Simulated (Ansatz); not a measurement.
# CdS (Fm-3m): the cell at rest

Wanted: the relaxed cell of CdS (Fm-3m).

Calculated with Ansatz 0.2.0; DFT LDA, scalar-relativistic, plane waves, PAW; PAW set soft_1.

Report form: the programs' logs are mostly left out.

## 1. The structure

The structure is cubic, space group Fm-3m (No. 225). The conventional cell has a = 5.506 Å, b = 5.506 Å, c = 5.506 Å, α = 90.00°, β = 90.00°, γ = 90.00°. Nearest to Cd lie 6 S at 2.75 Å. S has 6 Cd at 2.75 Å nearest. Farther neighbours and most contacts between anions are not listed.

## 2. Probe on a coarse mesh

First a cheap look: the gap decides the mesh and the occupations, the pressure tells how far the cell has to move.

The input, input.yaml:

```yaml
crystal:
  lattice:
    - [0.0, 2.753244, 2.753244]
    - [2.753244, 0.0, 2.753244]
    - [2.753244, 2.753244, 0.0]
  atoms:
    - { symbol: Cd, position: [0.0, 0.0, 0.0] }
    - { symbol: S, position: [0.5, 0.5, 0.5] }
kpoints:
  mp_grid: { grid: [6, 6, 6] }
hamiltonian:
  xc: lda
  pseudopotentials: { kind: paw, azcp: { folder: soft_1 }, xc_functional: pbe }
scf:
  occupations: { method: gaussian, width: 0.1 }
output:
  forces: true
  stress: true
  eigenvalues: true
```

Started as:

```
$ ansatz run input.yaml --threads 4 --pin off --max-ram 10240MiB --backend cpu --events-out ev --progress --plain --runs-dir out
```

Wall time 0.38 s (4 threads of Arm Neoverse V2, shared host); peak memory 0.24 GiB; 0.9 s of CPU time.

Numbers from this step:

* pressure: -6.822 GPa
* volume per atom: 20.87 Å³
* gap on the k-mesh: 0 eV

The coarse mesh shows no gap and a pressure of -6.8 GPa.

## 3. Bringing the structure to rest

Harmonic phonons are second derivatives at a point where the forces vanish, and they are wanted at zero stress, so atoms and cell are relaxed first.

input.yaml, as its differences from that of step 2:

```diff
@@ -9,3 +9,3 @@
 kpoints:
-  mp_grid: { grid: [6, 6, 6] }
+  mp_grid: { grid: [14, 14, 14] }
 hamiltonian:
@@ -19 +19,6 @@
   eigenvalues: true
+relax:
+  adjacent_minimum: "off"
+  f_tol: 0.005
+  max_steps: 80
+  cell: { stress_tol: 0.05 }
```

It took 6 s on 4 threads; peak memory 0.33 GiB; 21 s of CPU time.

Relaxation path:

```
step  energy less that of the first step (eV)  largest force component (eV/Å)  pressure (GPa)  volume (Å³)
   1                                   0.0000                          0.0000           -6.85        41.74
   2                                  -0.0499                          0.0000            5.98        35.98
   3                                  -0.0853                          0.0000           -0.90        38.45
   4                                  -0.0864                          0.0000           -0.09        38.11
   5                                  -0.0865                          0.0000            0.00        38.07
  6*                                  -0.0857                          0.0000           -0.01        38.07
```

Relaxation steps marked * repeat the geometry before them on a plane-wave basis chosen anew for their cell, so energy and pressure can jump there.

Forces are held to the 48 operations that the run works with; a distortion that breaks them can't arise in this run.

```
conventional cell, symmetrised  before  after  change
                         a (Å)   5.506  5.340  -3.0 %
                         b (Å)   5.506  5.340  -3.0 %
                         c (Å)   5.506  5.340  -3.0 %
              volume (Å³/atom)   20.87  19.04  -8.8 %
```

Final coordinates:

```
Cd S
1.0
     0.00000    2.67009    2.67009
     2.67009    0.00000    2.67009
     2.67009    2.67009    0.00000
Cd S
1 1
Direct
  0.00000 0.00000 0.00000
  0.50000 0.50000 0.50000
```

Numbers from this step:

```
pressure        : -0.005322 GPa
volume per atom : 19.04 Å³
```

In this step the volume went from 20.87 to 19.04 Å³/atom.

## 4. Bringing the structure to rest

The relaxation is repeated from its end on the same settings, as a check that it has come to rest.

input.yaml, as its differences from that of step 3:

```diff
@@ -2,5 +2,5 @@
   lattice:
-    - [0.0, 2.753244, 2.753244]
-    - [2.753244, 0.0, 2.753244]
-    - [2.753244, 2.753244, 0.0]
+    - [0.0, 2.6700869172, 2.6700869172]
+    - [2.6700869172, 0.0, 2.6700869172]
+    - [2.6700869172, 2.6700869172, 0.0]
   atoms:
```

Wall time 2.1 s (4 threads); peak memory 0.33 GiB; 7.3 s of CPU time.

Little changed from the start: no atom moved by 0.005 Å and no cell edge by 0.1 %.

Numbers from this step:

```yaml
pressure: -0.005321 GPa
```

In this step the volume went from 19.04 to 19.04 Å³/atom.

## 5. Tight relaxation

Phonons need a cell at rest on their own settings, so the relaxation is repeated with tight tolerances on forces and stress, using the mesh and the filling of the phonon run that follows.

input.yaml, the sections that differ from step 4:

```yaml
kpoints:
  mp_grid: { grid: [16, 16, 16] }
scf:
  occupations: { method: methfessel_paxton, width: 0.2 }
relax:
  adjacent_minimum: "off"
  f_tol: 0.001
  max_steps: 60
  cell: { stress_tol: 0.01 }
# crystal, hamiltonian, output: as in step 4
```

Run time: 3.7 s. Hardware: 4 threads; peak memory 0.36 GiB; 13 s of CPU time.

Little changed from the start: no atom moved by 0.005 Å and no cell edge by 0.1 %.

Numbers from this step:

```
pressure        : 0.007229 GPa
volume per atom : 19.03 Å³
```

The forces vanish by symmetry and the pressure is 0.007 GPa, within the tolerances set. The cell now holds 19.03 Å³/atom.

## 6. Results

| Item | Value |
| --- | --- |
| space group after relaxation (within 0.01 Å) | Fm-3m |
| lattice constant a | 5.340 Å |
| lattice constant b | 5.340 Å |
| lattice constant c | 5.340 Å |
| volume per atom | 19.0 Å³ |

**Reading.** The forces vanish by symmetry and the pressure is 0.007 GPa, within the tolerances set. The cell now holds 19.03 Å³/atom. The relaxation keeps the symmetry of its start, so it says nothing on stability against lower symmetry. The PAW files were made for PBE and serve the other functionals too.

[Logs are printed without paths, hosts, clocks, repeated set-up lines and the standing remarks that a program may print on its own settings, such as how far it seeks lower states.]

[Hosts, paths, dates, database ids (printed as entryN), source tags and the programs' standing remarks are cut or masked in the printed files.]
